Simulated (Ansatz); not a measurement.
**Phases of Tl at 120 GPa**

Structure types of Tl are relaxed in primitive cells with their symmetry kept at 120 GPa, first on PAW files, then by LAPW. The enthalpy is E + pV at zero temperature, without zero-point motion. Only the types listed were tried, and differences under about 5 meV/atom are mesh noise. The real phase may be another.

Computed with Ansatz 0.2.0; functional PBE, scalar-relativistic. Settings: Fermi–Dirac smearing of 0.08 eV, no spin polarisation. Methods: LAPW: all electrons, basis error target 0.5 meV/atom; PAW: frozen-core files, cutoff 420 eV.

k meshes: fcc 16×16×16, bcc 17×17×17, hcp 16×16×9, sc 15×15×15, omega 8×8×11, diamond 12×12×12.

Spin–orbit coupling is left out, which matters for the heavy atoms.

Task: Which type is lowest in enthalpy, and by how much?

Result: fcc, 25 meV/atom below hcp. The whole table:

| start type | ends as | a, b, c (Å) | V (Å³/atom) | H − H(lowest), LAPW (meV/atom) | same, PAW |
| --- | --- | --- | --- | --- | --- |
| fcc | fcc, Fm-3m | 3.979, 3.979, 3.979 | 15.75 | 0.0 | 0.0 |
| bcc | bcc, Im-3m | 3.161, 3.161, 3.161 | 15.79 | 41.8 | 41.8 |
| hcp | hcp, P6_3/mmc | 2.810, 2.810, 4.613 | 15.77 | 25.4 | 25.5 |
| sc | sc, Pm-3m | 2.547, 2.547, 2.547 | 16.52 | 938.2 | 937.1 |
| omega | omega, P6/mmm | 4.513, 4.513, 2.697 | 15.85 | 144.5 | 144.5 |
| diamond | diamond, Fd-3m | 5.370, 5.370, 5.370 | 19.36 | 4163.8 | 4160.4 |

Task: Split the lead of fcc over hcp into energy and pV.

Result: For hcp less fcc: ΔE = +6.3 meV/atom, and p·ΔV = 120 GPa × +0.0256 Å³ × 6.242 meV/(GPa·Å³) = +19.1 meV/atom, together 25.4 meV/atom. fcc wins on both counts.
